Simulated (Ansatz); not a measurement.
# HC7: the cost of one run

Computed with Ansatz 0.2.0 (DFT PBE+D3(BJ), scalar-relativistic, plane waves, PAW, unless a step's input says otherwise).

The COD entry's cell or inner coordinates are ideal or old and differ from later refinements, so a difference from it is no clean test against experiment.

2 further runs of the same task are left out: 2 set aside as unsound or not needed.

### Step 1. The structure to begin with

The structure is hexagonal, space group P-6m2 (No. 187). Conventional cell: a = 2.465 Å, b = 2.465 Å, c = 23.741 Å, α = 90.00°, β = 90.00°, γ = 120.00°. Around C (site symmetry 3m) lie 3 C at 1.42 Å. C (site symmetry -6m2) is surrounded by 3 C at 1.42 Å.

Structure file:

```
C
1.0
     2.46496    0.00000    0.00000
    -1.23248    2.13472    0.00000
     0.00000    0.00000   23.74054
C
6
Direct
  0.00000 0.00000 0.35804
  0.33333 0.66667 0.35804
  0.00000 0.00000 0.50000
  0.66667 0.33333 0.50000
  0.00000 0.00000 0.64196
  0.33333 0.66667 0.64196
```

Planes are indexed in the bulk's conventional cell (P6_3/mmc (No. 194)), a = 2.465 Å, b = 2.465 Å, c = 6.741 Å, α = 90.00°, β = 90.00°, γ = 120.00°.

This (001) slab, 6.7 Å thick as cut, with 17 Å of vacuum; its outer planes are C (top) and C (bottom), was relaxed beforehand with its lower half held: -1506.3784 eV, work function 4.28 eV, gap on the mesh 7 meV, too small against the smearing to count.

### Step 2. Start: CH, top (C)

Input file input.yaml:

```yaml
crystal:
  lattice:
    - [2.464963447, 0.0, 0.0]
    - [-1.2324817235, 2.1347209645, 0.0]
    - [0.0, 0.0, 26.8405390229]
  atoms:
    - { symbol: C, position: [0.0, 0.0, 0.3166851511] }
    - { symbol: C, position: [0.3333333333, 0.6666666667, 0.3166851453] }
    - { symbol: C, position: [0.0, 0.0, 0.4422515352] }
    - { symbol: C, position: [0.6666666667, 0.3333333333, 0.4422515294] }
    - { symbol: C, position: [0.0, 0.0, 0.5678179194] }
    - { symbol: C, position: [0.3333333333, 0.6666666667, 0.5678179135] }
    - { symbol: C, position: [0.0, 0.0, 0.6244486748] }
    - { symbol: H, position: [0.0, 0.0, 0.6654314583] }
basis:
  ecutwfc: 420
kpoints:
  mp_grid: { grid: [12, 12, 1] }
hamiltonian:
  xc: pbe
  dispersion: d3bj
scf:
  occupations: { method: gaussian, width: 0.1 }
output:
  forces: true
  eigenvalues: true
relax:
  adjacent_minimum: "off"
  f_tol: 0.03
  max_steps: 70
  constraints: [{ sites: [0, 1] }]
efield:
  axis: 3
  dipole_correction: true
```

Q: Estimate wall time and peak memory on 1 thread of an x86-64 CPU, shared host.

About 87 s, with a peak of 0.47 GiB.
